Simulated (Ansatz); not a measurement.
The system is InAs.

```
CELL_PARAMETERS angstrom
0.00000 2.87730 2.87730
2.87730 0.00000 2.87730
2.87730 2.87730 0.00000
ATOMIC_POSITIONS crystal
In 0.50000 0.50000 0.50000
As 0.00000 0.00000 0.00000
```

Measurements of this composition are mostly on another form, of space group No. 216.

* Program: Ansatz 0.2.0
* Task: relaxation of cell and atoms
* Functional: PBE0
* Potentials or basis: Ansatz PAW
* Cutoff: 420 eV (not typed: the program's choice for these potentials)
* k mesh: 4 × 4 × 4
* Occupations: fermi-dirac, width 0.05 eV
* Spin: no spin polarisation

At the start: volume 23.82 Å³/atom.

Q: How do energy, volume and symmetry change on relaxing?

A: It ends after 5 steps and the volume is 22.76 Å³/atom (-4.5 %); space group Fm-3m (No. 225, to 0.05 Å).

The path:
```csv
step,energy change (eV),largest force (eV/Å),volume (Å³)
1,0.0000,0.0000,47.64
2,-0.0120,0.0000,44.88
3,-0.0137,0.0000,45.78
4,-0.0141,0.0000,45.52
5,-0.0135,0.0000,45.52
```

Final structure:
```cif
data_structure
_symmetry_space_group_name_H-M 'P 1'
_symmetry_Int_Tables_number 1
_cell_length_a 4.0078
_cell_length_b 4.0078
_cell_length_c 4.0078
_cell_angle_alpha 60.000
_cell_angle_beta 60.000
_cell_angle_gamma 60.000
_cell_volume 45.52
loop_
_atom_site_label
_atom_site_type_symbol
_atom_site_fract_x
_atom_site_fract_y
_atom_site_fract_z
_atom_site_occupancy
In1 In 0.50000 0.50000 0.50000 1
As1 As 0.00000 0.00000 0.00000 1
```

Caveat: the k mesh is coarse (spacing up to 0.47 Å⁻¹), so the values aren't converged, least of all with exact exchange; the plane-wave basis is chosen anew once the cell has moved, so the energies of steps on either side of that aren't comparable; the PAW data sets come from PBE, with cores solved anew for the run's functional, which leaves a small shift of forces and pressure.
